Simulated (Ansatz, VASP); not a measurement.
## One calculation of W, two programs

```
W
1.0
    -1.58420    1.58420    1.58420
     1.58420   -1.58420    1.58420
     1.58420    1.58420   -1.58420
W
1
Direct
  0.00000 0.00000 0.00000
```

Alike in both runs: functional r2SCAN; k mesh 18 × 18 × 18; occupations gaussian, width 0.1 eV; no spin polarisation.

Ansatz relaxed the structure, and its values are those at the end. VASP's run is a single point on that final structure, the one shown.

```csv
,VASP,Ansatz
version,VASP 6.6.1,Ansatz 0.2.0
potentials or method,"VASP PAW PBE potentials, release 64 (W_sv)","scalar-relativistic, plane waves, PAW"
plane-wave cutoff (eV),520,500
valence electrons in the cell,14,14
```

Ansatz gave:

```
gap on the k mesh at the Fermi level (eV) : none
pressure (GPa)                            : 0.0
```

**Question.** Estimate VASP's values.

**Answer.** gap on the k mesh at the Fermi level (eV): none; pressure (GPa): 1.2.

A gap of «none» marks a metal or a gap that the smearing closes. With one functional, cell and mesh, what is left measures potentials, basis and numerics.

Caveats: the PAW data sets were made with another functional, which shifts forces and pressure a little (VASP). The runs have no spin-orbit coupling, so splittings on W are missing.
